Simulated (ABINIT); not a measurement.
An input for ABINIT 10.8.3 (GaN (P6_3mc)):

```
acell 3*1.0 Angstrom
rprim 
  3.179999999980 0.000000000005 0.000000000000
  -1.589999999994 2.753960784015 0.000000000000
  0.000000000000 0.000000000000 5.166000000000
ntypat 2
znucl 31 7
natom 4
typat 1 1 2 2
xred 
  0.333333333333 0.666666666667 0.000000000000
  0.666666666667 0.333333333333 0.500000000000
  0.333333333333 0.666666666667 0.375000000000
  0.666666666667 0.333333333333 0.875000000000
pp_dirpath "pseudos"
pseudos "Ga.upf, N.upf"
ecut 36
nspinor 2
ngkpt 3 3 2
nshiftk 1
shiftk 0 0 0
kptopt 1
chksymbreak 0
istwfk *1
occopt 1
irdwfk 1
optdriver 3
nband 116
ecuteps 4.4
inclvkb 0
awtr 1
symchi 1
indata_prefix "in"
outdata_prefix "out"
tmpdata_prefix "tmp"
```

The database entry behind the starting cell differs from later determinations by our own check (about 0.3 % short, ideal inner coordinate), so it need not match the best structure at ambient conditions.

```sh
OMP_NUM_THREADS=1 mpirun -n 8 abinit run.abi > log
```

Estimate wall time and host memory on 8 MPI ranks of Arm Neoverse V1, shared host.

It took 16 s; on shared hardware allow 7.9 s to 32 s. Peak host memory was 1.6 GiB.

[Paths, hosts, dates, memory and timing lines, banners, echoed tables and standing remarks are left out of the program output.]

[Logs are printed without paths, hosts, clocks, repeated set-up lines and the standing remarks that a program may print on its own settings, such as how far it seeks lower states.]

[Runs of the session that timed out or met a known fault of the program may be left out.]

[Hosts, paths, dates, database ids (printed as entryN), source tags and the programs' standing remarks are cut or masked in the printed files.]

[G0W0 gaps are taken among the corrected bands and points alone; a level outside them can change the order at an edge.]

[Where Ansatz stands beside ABINIT at settings called matched, ABINIT's density can come from a denser mesh and the files from another edition; pairs whose starting gaps differed by over 0.03 eV were left out, so agreement reads better than it is.]
